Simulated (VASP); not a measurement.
# GaP (F-43m) in VASP: a series of runs, part 2 of 2

VASP 6.6.1. Earlier steps stand in the parts before.

## 3. Single point, HSE06

File POSCAR:

```
GaP
1.0
    0.0000000000      2.7252500000      2.7252500000
    2.7252500000      0.0000000000      2.7252500000
    2.7252500000      2.7252500000      0.0000000000
Ga P
1 1
Direct
    0.0000000000      0.0000000000      0.0000000000
    0.7500000000      0.7500000000      0.7500000000
```

File INCAR.step1:

```
SYSTEM = GaP
  PREC = Accurate
  ENCUT = 350
  EDIFF = 1E-5
  ISMEAR = 0
  SIGMA = 0.01
  LREAL = .FALSE.
  LASPH = .TRUE.
  NELM = 100
  ALGO = Normal
  ISIF = 2
  LWAVE = .TRUE.
  NBANDS = 17
  NKRED = 3
  GGA = PE
```

File INCAR.step2:

```
SYSTEM = GaP
  PREC = Accurate
  ENCUT = 350
  EDIFF = 1E-6
  ISMEAR = 0
  SIGMA = 0.01
  LREAL = .FALSE.
  LASPH = .TRUE.
  NELM = 100
  ALGO = Normal
  ISIF = 2
  LWAVE = .FALSE.
  LCHARG = .FALSE.
  GGA = PE
  LHFCALC = .TRUE.
  HFSCREEN = 0.2
  PRECFOCK = Fast
  NBANDS = 17
  NKRED = 3
  ISTART = 1
```

File KPOINTS:

```
regular mesh
0
G
  3 3 3
  0 0 0
```

Potentials or basis: VASP PAW PBE potentials, release 64 (Ga_d, P).

On the command line:

```console
$ cat potpaw_PBE.64/Ga_d/POTCAR potpaw_PBE.64/P/POTCAR > POTCAR
$ cp INCAR.step1 INCAR
$ mpirun -np 1 vasp_std > vasp.out
$ cp INCAR.step2 INCAR
$ mpirun -np 1 vasp_std > vasp.out
```

OUTCAR:

```text
SYSTEM = GaP
   PREC = Accurate
   ENCUT = 350
   EDIFF = 1E-6
   ISMEAR = 0
   LREAL = .FALSE.
   LASPH = .TRUE.
   NELM = 100
   ISIF = 2
   GGA = PE
   LHFCALC = .TRUE.
   HFSCREEN = 0.2
   PRECFOCK = Fast
   NKRED = 3
   ISTART = 1

 Found      4 irreducible k-points:

 Following reciprocal coordinates:
            Coordinates               Weight
  0.000000  0.000000  0.000000      1.000000
  0.333333  0.000000  0.000000      8.000000
  0.333333  0.333333  0.000000      6.000000
 -0.333333  0.333333  0.000000     12.000000
   k-points           NKPTS =      4   k-points in BZ     NKDIM =     27   number of bands    NBANDS=     17
   number of dos      NEDOS =    301   number of ions     NIONS =      2
   total plane-waves  NPLWV =  13824
   dimension x,y,z NGX =    24 NGY =   24 NGZ =   24
   dimension x,y,z NGXF=    48 NGYF=   48 NGZF=   48
   ions per type =               1   1
   NGX,Y,Z   is equivalent  to a cutoff of  10.35, 10.35, 10.35 a.u.
   NGXF,Y,Z  is equivalent  to a cutoff of  20.70, 20.70, 20.70 a.u.
 SYSTEM =  GaP
   PREC   = accura    normal or accurate (medium, high low for compatibility)
   ISTART =      1    job   : 0-new  1-cont  2-samecut
   ICHARG =      0    charge: 1-file 2-atom 10-const
   ISPIN  =      1    spin polarized calculation?
   LNONCOLLINEAR =      F non collinear calculations
   LSORBIT =      F    spin-orbit coupling
   LASPH  =      T    aspherical Exc in radial PAW
   ENCUT  =  350.0 eV  25.72 Ry    5.07 a.u.   5.88  5.88  5.88*2*pi/ulx,y,z
   NELM   =    100;   NELMIN=  2; NELMDL=  0     # of ELM steps
   EDIFF  = 0.1E-05   stopping-criterion for ELM
   LREAL  =      F    real-space projection
   EDIFFG = 0.1E-04   stopping-criterion for IOM
   NSW    =      0    number of steps for IOM
   IBRION =     -1    ionic relax: 0-MD 1-quasi-New 2-CG
   NFREE  =      0    steps in history (QN), initial steepest desc. (CG)
   ISIF   =      2    stress and relaxation
   ISYM   =      3    0-nonsym 1-usesym 2-fastsym
   POTIM  = 0.5000    time-step for ionic-motion
   TEBEG  =    0.0;   TEEND  =   0.0 temperature during run
   PSTRESS=    0.0 pullay stress
   NELECT =      18.0000    total number of electrons
   NUPDOWN=      -1.0000    fix difference up-down
   EMIN   =  10.00;   EMAX   =-10.00  energy-range for DOS
   EFERMI =   0.00;   METHOD = LEGACY
   ISMEAR =     0;   SIGMA  =   0.01  broadening in eV -4-tet -1-fermi 0-gaus
   EFERMI_NEDOS =   21; number of points for ismear=-14 and -15
   IALGO  =     38    algorithm
   IMIX   =      1    mixing-type and parameters
     AMIX     =   0.40;   BMIX     =  1.00
     AMIX_MAG =   1.60;   BMIX_MAG =  1.00
  volume/ion in A,a.u.               =      20.24       136.59
  Fermi-wavevector in a.u.,A,eV,Ry     =   1.249538  2.361284 21.243377  1.561344
  Thomas-Fermi vector in A             =   2.383574
   LORBIT       =      0    0 simple, 1 ext, 2 COOP (PROOUT), +10 PAW based schemes
   GGA     = PE    functional components
   LHFCALC =     T    Hartree Fock is set to
   PRECFOCK=fast      Normal, Fast or Accurate (Low or Medium for compatibility)
   ENCUT4O =  -1.0   cutoff for four orbital integrals eV
   NKREDX  =     3    reduce k-point grid by
   NKREDY  =     3    reduce k-point grid by
   NKREDZ  =     3    reduce k-point grid by
   AEXX    =    0.2500 exact exchange contribution
   HFSCREEN=    0.2000 screening length (either q_TF or 0.3 A-1)
   HFSCREENC=   0.2000 screening length for correlation (either q_TF or 0.3 A-1)
   ENCUTFOCK=  -1.0 apply spherical cutoff to Coloumb kernel
   IVDW    =     0    specifies the selected vdW correction
   LEPSILON=     F    determine dielectric tensor
   LRPA    =     F    only Hartree local field effects (RPA)
 non-spin polarized calculation
 Gauss-broadening in eV      SIGMA  =   0.01
  energy-cutoff  :      350.00
  volume of cell :       40.48
 maximum number of plane-waves:       612
  NGX = 14; NGY = 14; NGZ = 14

 number of electron      17.9999982 magnetization

 Free energy of the ion-electron system (eV)
  ---------------------------------------------------
  ext. energy  EPLUGINS =         0.00000000
  ---------------------------------------------------
  free energy    TOTEN  =       -12.55119812 eV

  energy without entropy =      -12.55119812  energy(sigma->0) =      -12.55119812

 E-fermi :   3.3706     XC(G=0):  -8.1201

 val. band max:        3.2685653407   @ k =   0.0000   0.0000   0.0000
 cond. band min:       7.2452157366   @ k =   0.3333   0.3333   0.0000
 fundamental gap:      3.9766503958
 Fermi energy:         3.3705819729

 k-point     1 :       0.0000    0.0000    0.0000
  band No.  band energies     occupation
      1     -12.9763      2.00000
      2     -12.9763      2.00000
      3     -12.9763      2.00000
      4     -12.8292      2.00000
      5     -12.8292      2.00000
      6      -9.5153      2.00000
[... 9 lines left out ...]
     16      15.3093      0.00000
     17      17.9777      0.00000

 k-point     2 :       0.3333    0.0000    0.0000
  band No.  band energies     occupation
      1     -12.9915      2.00000
      2     -12.9515      2.00000
      3     -12.9515      2.00000
      4     -12.8514      2.00000
      5     -12.8514      2.00000
      6      -8.1110      2.00000
[... 9 lines left out ...]
     16      15.2163      0.00000
     17      20.5367      0.00000

 k-point     3 :       0.3333    0.3333    0.0000
  band No.  band energies     occupation
      1     -13.0279      2.00000
      2     -12.9212      2.00000
      3     -12.9212      2.00000
      4     -12.8711      2.00000
      5     -12.8588      2.00000
      6      -7.6036      2.00000
[... 9 lines left out ...]
     16      20.1582      0.00000
     17      21.2645      0.00000

 k-point     4 :      -0.3333    0.3333    0.0000
  band No.  band energies     occupation
      1     -13.0309      2.00000
      2     -12.9240      2.00000
      3     -12.9097      2.00000
      4     -12.8717      2.00000
      5     -12.8644      2.00000
      6      -6.6054      2.00000
[... 9 lines left out ...]
     16      20.6810      0.00000
     17      21.4803      0.00000

------------------------ aborting loop because EDIFF is reached ----------------------------------------

  FORCE on cell =-STRESS in cart. coord.  units (eV):
  Direction    XX          YY          ZZ          XY          YZ          ZX
  --------------------------------------------------------------------------------------
  -------------------------------------------------------------------------------------
  Total       -0.5967242     -0.5967242     -0.5967242      0.0000000      0.0000000      0.0000000
  in kB      -23.6175699    -23.6175699    -23.6175699      0.0000000      0.0000000      0.0000000
  external PRESSURE =     -23.6175699 kB  Pullay stress =       0.0000000 kB

 VOLUME and BASIS-vectors are now :
 -----------------------------------------------------------------------------
  energy-cutoff  :      350.00
  volume of cell :       40.48
      direct lattice vectors                 reciprocal lattice vectors
     0.000000000  2.725250000  2.725250000    -0.183469406  0.183469406  0.183469406
     2.725250000  0.000000000  2.725250000     0.183469406 -0.183469406  0.183469406
     2.725250000  2.725250000  0.000000000     0.183469406  0.183469406 -0.183469406

 POSITION                                       TOTAL-FORCE (eV/Angst)
 -----------------------------------------------------------------------------------
      0.00000      0.00000      0.00000        -0.000000      0.000000      0.000000
      4.08788      4.08788      4.08788         0.000000     -0.000000     -0.000000
 -----------------------------------------------------------------------------------
    total drift:                               -0.000345     -0.000273     -0.000177

  FREE ENERGIE OF THE ION-ELECTRON SYSTEM (eV)
  ---------------------------------------------------
  free  energy   TOTEN  =       -12.5511981176 eV

  energy  without entropy=      -12.5511981176  energy(sigma->0) =      -12.55119812
```

Run time: 7.9 s. Hardware: 1 thread of Intel Xeon 6975P-C (Granite Rapids), shared host; peak memory 0.24 GiB.

These settings aren't checked as converged: the numbers below hold their error.

What came out:

```yaml
Free_energy: -12.5512 eV
Pressure: -2.4 GPa
Band_gap_on_the_k_mesh: 3.98 eV, indirect (least direct gap 4.27 eV)
```

Caveat: the k mesh is coarse (spacing up to 0.67 Å⁻¹), so the values aren't converged, least of all with exact exchange; the cutoff is under 1.25 times the usual one of these potentials, so pressure, stress and relaxed cells hold a basis-set (Pulay) error; the PAW data sets were made with another functional, which shifts forces and pressure a little; an odd mesh through Γ misses points on the zone boundary, where band edges often lie.

## 4. Single point, HSE06

POSCAR is that of step 3.

INCAR.step1: that of step 3 with these lines changed.

```diff
@@ -2,3 +2,3 @@
   PREC = Accurate
-  ENCUT = 350
+  ENCUT = 300
   EDIFF = 1E-5
@@ -13,3 +13,3 @@
   NBANDS = 17
-  NKRED = 3
+  NKRED = 1
   GGA = PE
```

INCAR.step2: that of step 3 with these lines changed.

```diff
@@ -2,3 +2,3 @@
   PREC = Accurate
-  ENCUT = 350
+  ENCUT = 300
   EDIFF = 1E-6
@@ -18,3 +18,3 @@
   NBANDS = 17
-  NKRED = 3
+  NKRED = 1
   ISTART = 1
```

File KPOINTS:

```
regular mesh
0
G
  4 4 4
  0 0 0
```

On the command line:

```console
$ cat potpaw_PBE.64/Ga_d/POTCAR potpaw_PBE.64/P/POTCAR > POTCAR
$ cp INCAR.step1 INCAR
$ mpirun -np 1 vasp_std > vasp.out
$ cp INCAR.step2 INCAR
$ mpirun -np 1 vasp_std > vasp.out
```

Run time: 45 s. Hardware: 1 thread of Intel Xeon 6975P-C (Granite Rapids), shared host; peak memory 0.24 GiB.

The run converged, but some of its settings lie outside the range that counts as converged, so its numbers aren't taken as properties of the crystal.

Results:

* Free energy: -10.6941 eV
* Band gap on the k mesh: 2.33 eV, indirect (least direct gap 2.86 eV)

Caveat: the k mesh is coarse (spacing up to 0.50 Å⁻¹), so the values aren't converged, least of all with exact exchange; the cutoff is under 1.25 times the usual one of these potentials, so pressure, stress and relaxed cells hold a basis-set (Pulay) error; the PAW data sets were made with another functional, which shifts forces and pressure a little.
